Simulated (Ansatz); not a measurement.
NaCl:

```xyz
2
Lattice="3.5022 0.0000 0.0000 0.0000 3.5022 0.0000 0.0000 0.0000 3.5022" Properties=species:S:1:pos:R:3 pbc="T T T"
Cl    1.7511    1.7511    1.7511
Na    0.0000    0.0000    0.0000
```

Measurements of this composition are mostly on another form, of space group No. 225.

Base run:

- Program: Ansatz 0.2.0
- Functional: PBEsol
- Potentials or basis: all-electron LAPW, non-relativistic
- Cutoff: 140 eV (chosen from the basis error)
- Basis error allowed: 0.001 eV/atom
- k mesh: 8 × 8 × 8
- Occupations: fermi-dirac, width 0.05 eV
- Spin: no spin polarisation

Its results: band gap on the k mesh 3.92 eV, indirect (least direct gap 4.42 eV); pressure -1.2 GPa.

**Question.** The run is repeated on the same cell with these changes: potentials or basis from all-electron LAPW, non-relativistic to all-electron PAW datasets made for the crystal. What comes out?

**Answer.** Band gap on the k mesh 3.84 eV, indirect (least direct gap 4.34 eV); pressure -1.2 GPa.

The runs don't all hold the same shells in valence.
